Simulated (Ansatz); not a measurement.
Si:

```
Si
1.0
     0.00000    2.72185    2.72185
     2.72185    0.00000    2.72185
     2.72185    2.72185    0.00000
Si
2
Cartesian
  2.7219 2.7219 2.7219
  4.0828 4.0828 4.0828
```

Base run:

```yaml
Program: Ansatz 0.2.0
Functional: PBE
Potentials_or_basis: all-electron LAPW, scalar-relativistic
Cutoff: 218 eV
Density_cutoff: 871 eV
Basis_error_allowed: 0.001 eV/atom
k_mesh: 8 × 8 × 8
Occupations: fermi-dirac, width 0.05 eV
Spin: no spin polarisation
```

Its results: band gap on the k mesh 0.63 eV, indirect (least direct gap 2.56 eV); pressure 1.3 GPa.

**Question.** The run is repeated on the same cell with these changes: potentials or basis from all-electron LAPW, scalar-relativistic to all-electron PAW datasets made for the crystal; k mesh from 8 × 8 × 8 to 4 × 4 × 4. What comes out?

**Answer.** Band gap on the k mesh 0.71 eV, indirect (least direct gap 2.54 eV); pressure 1.9 GPa.

Caveats: some runs use coarse meshes.

A k mesh can miss the band edges.

Not every run made on this cell is shown here.
